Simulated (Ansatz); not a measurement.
# VSi2: the cost of one run

Program: Ansatz 0.2.0. Level of theory: DFT PBEsol, scalar-relativistic, plane waves, PAW. These are calculated values, not measurements.

**1. The starting structure**

Symmetry: Cmcm, No. 63, orthorhombic system. The conventional cell has a = 3.517 Å, b = 13.348 Å, c = 3.556 Å, α = 90.00°, β = 90.00°, γ = 90.00°. Ti (site symmetry m2m) is surrounded by 10 Si at 2.56 to 2.79 Å. Si (site symmetry m2m) has 2 Si at 2.39 Å and 6 Ti at 2.56 to 2.79 Å as nearest neighbours. Around Si (site symmetry m2m) lie 4 Si at 2.50 Å and 4 Ti at 2.64 to 2.65 Å.

Structure file:

```xyz
6
Lattice="1.7585 -6.6741 0.0000 1.7585 6.6741 0.0000 0.0000 0.0000 3.5556" Properties=species:S:1:pos:R:3 pbc="T T T"
Ti    1.7585   -5.3062    2.6667
Ti    1.7585    5.3062    0.8889
Si    1.7585   -0.8007    2.6667
Si    1.7585    0.8007    0.8889
Si    1.7585    3.3408    2.6667
Si    1.7585   -3.3408    0.8889
```

It goes back to an entry of the Materials Project, which need not be the stable form.

This cell was relaxed beforehand with the same method: volume 13.91 Å³/atom, gap on the mesh none (metal).

**2. Ti → V: the starting cell**

The start of VSi2: fractional positions of relaxed TiSi2, cell scaled by 0.988, a guess from tabulated radii. Atoms that may carry a moment start with parallel spins.

**3. Probe: one point at the start (VSi2)**

File input.yaml:

```yaml
crystal:
  lattice:
    - [1.7369429173, -6.5922143789, 0.0]
    - [1.7369429173, 6.5922143789, 0.0]
    - [0.0, 0.0, 3.5119781262]
  atoms:
    - { symbol: V, position: [0.8975172572, 0.1024827428, 0.75], spin: 2.0 }
    - { symbol: V, position: [0.1024827428, 0.8975172572, 0.25], spin: 2.0 }
    - { symbol: Si, position: [0.5599863171, 0.4400136829, 0.75] }
    - { symbol: Si, position: [0.4400136829, 0.5599863171, 0.25] }
    - { symbol: Si, position: [0.2497198023, 0.7502801977, 0.75] }
    - { symbol: Si, position: [0.7502801977, 0.2497198023, 0.25] }
basis:
  ecutwfc: 420
kpoints:
  mp_grid: { grid: [6, 6, 6] }
hamiltonian:
  xc: pbesol
scf:
  occupations: { method: gaussian, width: 0.1 }
  lower_state_search: "off"
output:
  forces: true
  stress: true
  eigenvalues: true
  populations: true
magnetization:
  spin_polarized: true
```

Run with:

```console
$ ansatz run input.yaml --threads 1 --pin off --max-ram 2560MiB --backend cpu --events-out ev --progress --plain --runs-dir out
```

**Question.** How long does this run take on 1 thread of AMD EPYC 9R45 (Zen 5), shared host, and how much memory does it need?

About 10 s, with a peak of 0.55 GiB.
